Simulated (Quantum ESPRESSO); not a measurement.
**AgCl (Fm-3m): modes at Γ and the response to a field**

Which modes does AgCl (Fm-3m) have at the zone centre?

Calculated with Quantum ESPRESSO 7.5; DFT LDA, scalar-relativistic, plane waves, PseudoDojo norm-conserving pseudopotentials.

This is a report of a sequence of runs, with most program output left out.

**1. The starting structure**

The structure is cubic, space group Fm-3m (No. 225). Conventional cell: a = 5.545 Å, b = 5.545 Å, c = 5.545 Å, α = 90.00°, β = 90.00°, γ = 90.00°. Nearest to Ag lie 6 Cl at 2.77 Å. Cl has 6 Ag at 2.77 Å nearest. Farther neighbours and most contacts between anions are not listed.

**2. A first look**

Before anything dear is run, a loose run with smearing shows whether this is a metal and how far the cell is from rest.

probe.in reads:

```
 &control
    calculation='scf',
    prefix='x',
    outdir='./tmp',
    pseudo_dir='./pseudo',
    tprnfor=.true.,
    tstress=.true.,
    verbosity='high',
 /
 &system
    ibrav=0,
    nat=2,
    ntyp=2,
    ecutwfc=86.0,
    occupations='smearing',
    smearing='gaussian',
    degauss=0.01,
 /
 &electrons
    conv_thr=1.0d-07,
    mixing_beta=0.7,
    electron_maxstep=100,
 /
ATOMIC_SPECIES
 Ag    107.8682  Ag.upf
 Cl     35.4500  Cl.upf
CELL_PARAMETERS angstrom
     0.000000000    2.772662997    2.772662997
     2.772662997    0.000000000    2.772662997
     2.772662997    2.772662997    0.000000000
ATOMIC_POSITIONS crystal
 Ag     0.000000000   0.000000000   0.000000000
 Cl     0.500000000   0.500000000   0.500000000
K_POINTS automatic
 6 6 6 0 0 0
```

Launch:

```console
> OMP_NUM_THREADS=1 mpirun -n 4 pw.x -nk 4 -in probe.in > probe.out
```

Elapsed: 3.9 s, on 4 MPI ranks of Intel Xeon Platinum 8488C (Sapphire Rapids), shared host.

Read from the output:

* volume per atom: 21.32 Å³
* pressure: -5.482 GPa
* gap on the k-mesh: 0.6145 eV

A gap of 0.61 eV opens on this mesh, so the crystal is taken as an insulator; the start stands at -5.5 GPa.

**3. Relaxation**

The relaxation runs at a cutoff a fifth above that of the response, since stress converges more slowly with the basis than frequencies do. Forces and stress are brought to rest with tight thresholds.

relax.in reads:

```
 &control
    calculation='vc-relax',
    prefix='x',
    outdir='./tmp',
    pseudo_dir='./pseudo',
    tprnfor=.true.,
    tstress=.true.,
    forc_conv_thr=2.0d-05,
    etot_conv_thr=1.0d-07,
    nstep=40,
 /
 &system
    ibrav=0,
    nat=2,
    ntyp=2,
    ecutwfc=103,
    occupations='fixed',
    nbnd=15,
 /
 &electrons
    conv_thr=1.0d-11,
    mixing_beta=0.7,
    electron_maxstep=100,
 /
 &ions
 /
 &cell
    press_conv_thr=0.2,
 /
ATOMIC_SPECIES
 Ag    107.8682  Ag.upf
 Cl     35.4500  Cl.upf
CELL_PARAMETERS angstrom
     0.000000000    2.772662997    2.772662997
     2.772662997    0.000000000    2.772662997
     2.772662997    2.772662997    0.000000000
ATOMIC_POSITIONS crystal
 Ag     0.000000000   0.000000000   0.000000000
 Cl     0.500000000   0.500000000   0.500000000
K_POINTS automatic
 8 8 8 0 0 0
```

Launch:

```console
> OMP_NUM_THREADS=1 mpirun -n 4 pw.x -nk 4 -in relax.in > relax.out
```

Elapsed: 48 s, on 4 MPI ranks.

Step by step:

```
step  energy less that of the first step (eV)  largest force (eV/Å)  pressure (GPa)  volume (Å³)
   1                                   0.0000                0.0000           -5.56        42.63
   2                                  -0.0373                0.0000           -4.37        41.43
   3                                  -0.0734                0.0000           -2.13        39.68
   4                                  -0.0821                0.0000            0.43        38.15
   5                                  -0.0824                0.0000           -0.03        38.39
   6                                  -0.0824                0.0000            0.00        38.38
   7                                  -0.0824                0.0000            0.00        38.38
   8                                  -0.0823                0.0000            0.00        38.38
```

```csv
"conventional cell, symmetrised",before,after,change
a (Å),5.545,5.354,-3.4 %
b (Å),5.545,5.354,-3.4 %
c (Å),5.545,5.354,-3.4 %
volume (Å³/atom),21.32,19.19,-10.0 %
```

Final coordinates:

```
Ag Cl
1.0
     0.00000    2.67722    2.67722
     2.67722    0.00000    2.67722
     2.67722    2.67722    0.00000
Ag Cl
1 1
Direct
  0.00000 0.00000 0.00000
  0.50000 0.50000 0.50000
```

The last row of the table of steps is pw.x's closing run on a basis chosen anew for the final cell, so its energy can jump.

Read from the output:

* volume per atom: 19.19 Å³
* pressure: -0.003000 GPa
* gap on the k-mesh: 0.6268 eV

The volume changes by -10.0 % from the cell with which this run began.

**4. Ground state**

The response is built on this ground state, so it is converged far tighter than an energy would need. With a gap, occupations are fixed, which also allows the response to an electric field.

scf.in reads:

```
 &control
    calculation='scf',
    prefix='x',
    outdir='./tmp',
    pseudo_dir='./pseudo',
    tprnfor=.true.,
    tstress=.true.,
 /
 &system
    ibrav=0,
    nat=2,
    ntyp=2,
    ecutwfc=86.0,
    occupations='fixed',
    nbnd=15,
 /
 &electrons
    conv_thr=1.0d-12,
    mixing_beta=0.7,
    electron_maxstep=100,
 /
ATOMIC_SPECIES
 Ag    107.8682  Ag.upf
 Cl     35.4500  Cl.upf
CELL_PARAMETERS angstrom
     0.000000000    2.677219623    2.677219623
     2.677219623    0.000000000    2.677219623
     2.677219623    2.677219623    0.000000000
ATOMIC_POSITIONS crystal
 Ag     0.000000000   0.000000000   0.000000000
 Cl     0.500000000   0.500000000   0.500000000
K_POINTS automatic
 8 8 8 0 0 0
```

Launch:

```console
> OMP_NUM_THREADS=1 mpirun -n 4 pw.x -nk 4 -in scf.in > scf.out
```

Elapsed: 7.4 s, on 4 MPI ranks; 29 s of CPU time.

Read from the output:

| Item | Value |
| --- | --- |
| pressure | -0.01400 GPa |
| gap on the k-mesh | 0.6269 eV |

The cell stands at -0.014 GPa, close enough for phonons.

**5. Linear response at Γ**

At q = 0 one unit cell holds all displacements; symmetry groups them into irreducible representations that are solved one by one. The response to a field gives ε∞ and the Born charges, which polar modes need.

ph.in reads:

```
phonons
 &inputph
    prefix='x',
    outdir='./tmp',
    fildyn='g.dyn',
    tr2_ph=1.0d-18,
    epsil=.true.,
 /
0.000000000000 0.000000000000 0.000000000000
```

Launch:

```console
> OMP_NUM_THREADS=1 mpirun -n 4 ph.x -nk 4 -in ph.in > ph.out
```

It took 2.9 min on 4 MPI ranks; 12 min of CPU time.

Numbers from this step:

- miss of the charge sum rule: 0.004250 e
- largest acoustic frequency at the zone centre before the sum rule: -1.39 cm⁻¹
- highest optical zone-centre mode (no LO-TO term): 130.3 cm⁻¹
- lowest optical zone-centre mode: 130.3 cm⁻¹
- mean high-frequency dielectric constant: 5.877
- largest Born charge in size (third of the trace): 1.420 e

Born charge (rows field, columns displacement), before the sum rule (e), principal values of the symmetric part by kind of site:

```csv
atom,atoms with these values,low,middle,high,mean
Ag1,1,1.42,1.42,1.42,1.42
Cl2,1,-1.42,-1.42,-1.42,-1.42
```

In full for Ag1:

```
1.42 0.00 0.00
0.00 1.42 0.00
0.00 0.00 1.42
```

High-frequency dielectric tensor:

```
5.88 0.00 0.00
0.00 5.88 0.00
0.00 0.00 5.88
```

The acoustic modes at Γ come out as far as 1.4 cm⁻¹ from zero, where they should vanish, a small numerical error; the Born charges miss their sum rule by 0.0043 e, which is good.

**6. Zone-centre analysis**

A rigid shift of the crystal must cost nothing, but grids and finite bases break this; the acoustic sum rule is imposed before the matrix is diagonalised again. With Born charges the intensities follow, and the static dielectric tensor.

dynmat.in reads:

```
 &input
    fildyn='g.dyn',
    asr='simple',
    fileig='dynmat.eig',
    lperm=.true.,
 /
```

Launch:

```console
> dynmat.x -in dynmat.in > dynmat.out
```

Elapsed: 0.58 s, on 1 thread.

Read from the output:

```yaml
mean_static_dielectric_constant: 11.56
```

Unit eigenvectors of the mass-weighted matrix after the sum rule; no LO-TO term. The modes at Γ (shares of kinetic energy by element, %):

| mode | frequency (cm⁻¹) | symmetry | Ag % | Cl % |
| --- | --- | --- | --- | --- |
| 1 | 0.0 | acoustic | 75 | 25 |
| 2 | 0.0 | acoustic | 75 | 25 |
| 3 | 0.0 | acoustic | 75 | 25 |
| 4 | 130.3 | T1u | 25 | 75 |
| 5 | 130.3 | T1u | 25 | 75 |
| 6 | 130.3 | T1u | 25 | 75 |

Displacements in mode 5 (130.3 cm⁻¹), the largest set to 1:
```
Ag1  0.00  0.00 -0.33
Cl2  0.00  0.00  1.00
```

Degenerate modes summed, no LO-TO term. Lines of the infrared spectrum (strongest = 100):

```csv
position (cm⁻¹),lines merged,label,"IR intensity, relative"
130,3,T1u,100
```

Static dielectric tensor (ions relaxed, fixed cell):

```
11.56  0.00  0.00
 0.00 11.56  0.00
 0.00  0.00 11.56
```

The rule moves no optical mode by more than 0.1 cm⁻¹.

**7. Modes along a direction of q (1 0 0)**

A longitudinal polar mode sets up a macroscopic field that stiffens it; the term hangs on the direction from which q goes to zero.

dynmat.in reads:

```
 &input
    fildyn='g.dyn',
    asr='simple',
    fileig='dynmat.eig',
    q(1)=1.0,
    q(2)=0.0,
    q(3)=0.0,
 /
```

Launch:

```console
> dynmat.x -in dynmat.in > dynmat.out
```

Wall time 0.58 s (1 thread).

Numbers from this step:

* highest mode moved by the LO-TO term: 182.8 cm⁻¹

Zone-centre frequencies as printed; negative means imaginary. Modes:

```
mode  frequency (cm⁻¹)
   1                 0
   2                 0
   3                 0
   4             130.3
   5             130.3
   6             182.8
```

The field moves one mode, from 130 to 183 cm⁻¹; the others stay.

**8. Results**

```json
{
 "space group after relaxation": "Fm-3m",
 "volume per atom": "19.2 Å³",
 "gap on the k-mesh": "0.627 eV",
 "highest optical zone-centre mode (no LO-TO term)": "130.3 cm⁻¹",
 "highest mode moved by the LO-TO term (probably not converged in the k mesh)": "182.8 cm⁻¹",
 "mean high-frequency dielectric constant (probably not converged in the k mesh)": "5.88",
 "largest Born charge in size (third of the trace) (probably not converged in the k mesh)": "1.42 e",
 "mean static dielectric constant (probably not converged in the k mesh)": "11.6",
 "imaginary optical modes at the zone centre (no q mesh in this session)": "none"
}
```

In words: At the LDA level the optical modes of AgCl (Fm-3m) at the zone centre (no LO-TO term) lie at 130 cm⁻¹. Along the directions run, the highest mode that the macroscopic field moves lies at 183 cm⁻¹. Lattice motion raises the mean dielectric constant from 5.877 to 11.56. ε∞, the Born charges and what follows from them are probably not converged in the k mesh. The Lyddane-Sachs-Teller relation holds: (ωLO/ωTO)² is 1.97 and ε₀/ε∞ is 1.97. Left out of this account: PBE with PseudoDojo NC, since it is gradient-corrected and no frozen-mode check or second program bears its response out; PBEsol with PseudoDojo NC, since it is gradient-corrected and no frozen-mode check or second program bears its response out. What is said of the levels holds for those shown. These are harmonic frequencies at zero temperature: anharmonic shifts and linewidths and thermal expansion are left out. The structure comes from a database and need not be the phase that is stable at ambient conditions.

[Host names and launcher messages were left out of these logs when they were recorded.]

[Logs are printed without paths, hosts, clocks, repeated set-up lines and the standing remarks that a program may print on its own settings, such as how far it seeks lower states.]

[Hosts, paths, dates, database ids (printed as entryN), source tags and the programs' standing remarks are cut or masked in the printed files.]
